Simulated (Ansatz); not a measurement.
**MgF2: equation of state**

The task here is to estimate one member of a computed series from the others.

Computed with Ansatz 0.2.0 (DFT LDA, scalar-relativistic, unless a step's input says otherwise).

## The system as given

Symmetry: P4_2/mnm, No. 136, tetragonal system. Conventional cell: a = 4.621 Å, b = 4.621 Å, c = 3.016 Å, α = 90.00°, β = 90.00°, γ = 90.00°. Around Mg (site symmetry mmm) lie 6 F at 1.98 Å. F (site symmetry m2m) has 3 Mg at 1.98 Å as nearest neighbours.

Coordinates:

```
CELL_PARAMETERS angstrom
4.62130 0.00000 0.00000
0.00000 4.62130 0.00000
0.00000 0.00000 3.01590
ATOMIC_POSITIONS crystal
Mg 0.00000 0.00000 0.00000
Mg 0.50000 0.50000 0.50000
F 0.30280 0.30280 0.00000
F 0.19720 0.80280 0.50000
F 0.69720 0.69720 0.00000
F 0.80280 0.19720 0.50000
```

The structure is an experimental refinement, used without relaxation.

Atoms are numbered in the order of the input: Mg1, Mg2, F3, F4, F5, F6.

Set-up of the first run:

Input file input.yaml:

```yaml
crystal:
  lattice:
    - [4.5269612842, 0.0, 0.0]
    - [0.0, 4.5269612842, 0.0]
    - [0.0, 0.0, 2.9543337453]
  atoms:
    - { symbol: Mg, position: [0.0, 0.0, 0.0] }
    - { symbol: Mg, position: [0.5, 0.5, 0.5] }
    - { symbol: F, position: [0.3028, 0.3028, 0.0] }
    - { symbol: F, position: [0.1972, 0.8028, 0.5] }
    - { symbol: F, position: [0.6972, 0.6972, 0.0] }
    - { symbol: F, position: [0.8028, 0.1972, 0.5] }
kpoints:
  mp_grid: { grid: [5, 5, 7] }
  band_path:
    path:
      - [0.0, 0.0, 0.0]
      - [0.0, 0.5, 0.0]
      - [0.5, 0.5, 0.0]
      - [0.0, 0.0, 0.0]
      - [0.0, 0.0, 0.5]
      - [0.0, 0.5, 0.5]
      - [0.5, 0.5, 0.5]
      - [0.0, 0.0, 0.5]
      - [0.0, 0.5, 0.0]
    npoints: 5
scf:
  occupations: { method: fermi_dirac, width: 0.02 }
hamiltonian:
  xc: lda
  pseudopotentials: { kind: all_electron, lapw: { basis_error: 0.001 } }
output:
  forces: true
  stress: true
  eigenvalues: true
```

Started as:

```sh
> ansatz run input.yaml --threads 2 --pin off --max-ram 8192MiB --backend cpu --events-out ev --progress --plain --runs-dir out
```

Steps of the session up to this table: Volume × 0.94, LAPW; Volume × 0.94, PAW; Volume × 0.94, crystal datasets; Volume × 0.98, LAPW; Volume × 0.98, PAW; Volume × 0.98, crystal datasets; Volume × 1.01, LAPW; Volume × 1.01, PAW; Volume × 1.01, crystal datasets; Volume × 1.04, LAPW; Volume × 1.04, PAW; Volume × 1.04, crystal datasets.

One table of the session follows, with a row left open; its other results are not shown here.

| method | volume (Å³/atom) | gap on the k mesh (eV) | largest force (eV/Å) |
| --- | --- | --- | --- |
| LAPW | 10.091 | 7.33 | 0.082 |
| LAPW | 10.520 | 7.02 | 0.002 |
| LAPW | 10.735 | 6.88 | 0.033 |
| LAPW | 10.842 | 6.81 | 0.050 |
| LAPW | 11.164 | 6.61 | 0.097 |
| PAW | 10.091 | 7.34 | 0.078 |
| PAW | 10.520 | 7.04 | 0.000 |
| PAW | 10.735 | 6.90 | 0.036 |
| PAW | 10.842 | ? | ? |
| PAW | 11.164 | 6.63 | 0.098 |
| crystal datasets | 10.091 | 7.33 | 0.082 |
| crystal datasets | 10.520 | 7.02 | 0.002 |
| crystal datasets | 10.735 | 6.88 | 0.033 |
| crystal datasets | 10.842 | 6.81 | 0.050 |
| crystal datasets | 11.164 | 6.61 | 0.097 |

**Question.** Estimate the row for PAW, 10.842.

As computed: gap on the k mesh (eV): 6.83; largest force (eV/Å): 0.052. In the column «gap on the k mesh (eV)» it lies between crystal datasets, 10.842 (6.81) and LAPW, 10.735 (6.88).

Limits of these values: Warnings in the runs' records: crystal datasets made.
